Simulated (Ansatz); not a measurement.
Al3GaN4: a vibration from a frozen displacement

Method: DFT r2SCAN, scalar-relativistic, plane waves, PAW in Ansatz. Cutoff 500 eV, Γ-centred 6×6×6 k-points, Gaussian smearing of 0.05 eV. No spin polarisation. Energies are free energies at this smearing, counted from the undisturbed cell; pressure is positive in compression.

The undisturbed cell (relaxed at this level; it needn't be the usual structure):

```
CELL_PARAMETERS angstrom
4.40124 0.00000 0.00000
0.00000 4.40124 0.00000
0.00000 0.00000 4.40124
ATOMIC_POSITIONS crystal
Al 0.50000 0.50000 0.00000
Al 0.50000 0.00000 0.50000
Al 0.00000 0.50000 0.50000
Ga 0.00000 0.00000 0.00000
N 0.74446 0.74446 0.25554
N 0.74446 0.25554 0.74446
N 0.25554 0.74446 0.74446
N 0.25554 0.25554 0.25554
```

Every Ga atom is moved by x along the Cartesian unit vector (0.577, 0.577, 0.577); the cell and all other atoms stay fixed. The cell's volume is 85.26 Å³; the moved atoms weigh 69.723 u together and the others 136.973 u.

| x (Å) | ΔE (meV/cell) | total force on the moved atoms along the move (eV/Å) | pressure (GPa) |
| --- | --- | --- | --- |
| -0.1000 | 85.34 | 1.6233 | 0.2906 |
| -0.0750 | 49.20 | 1.2630 | 0.1693 |
| -0.0500 | 22.43 | 0.8742 | 0.0780 |
| -0.0250 | 5.75 | 0.4541 | 0.0203 |
| 0.0000 | 0.00 | 0.0000 | 0.0001 |
| 0.0250 | 6.07 | -0.4919 | 0.0217 |
| 0.0500 | 24.94 | -1.0250 | 0.0896 |
| 0.0750 | 57.70 | -1.6041 | 0.2081 |
| 0.0875 | 79.66 | -1.9120 | 0.2880 |
| 0.1000 | 105.56 | -2.2331 | 0.3826 |

**Question.** What frequency belongs to this motion?

**Answer.** The force constant is k = −dF/dx = 18.921 eV/Å², from the parabola through x = -0.0250, 0 and 0.0250. In every cell the moved atoms swing against the rest, so the mass is μ = m₁m₂/(m₁ + m₂) = 46.204 u, and ν̃ = 521.5 cm⁻¹ × √(|k|/μ) = 334 cm⁻¹. The pattern needn't be a normal mode: ν̃² is then a weighted mean of the squared nonzero frequencies at the zone centre of this cell, taken without macroscopic field, so it lies between the lowest and the highest of them.

**Question.** How far does the harmonic law reach?

**Answer.** At x = -0.100 Å, kx²/2 = 94.60 meV against the computed 85.34 meV (-9.8 %): the well softens in this direction at large amplitude.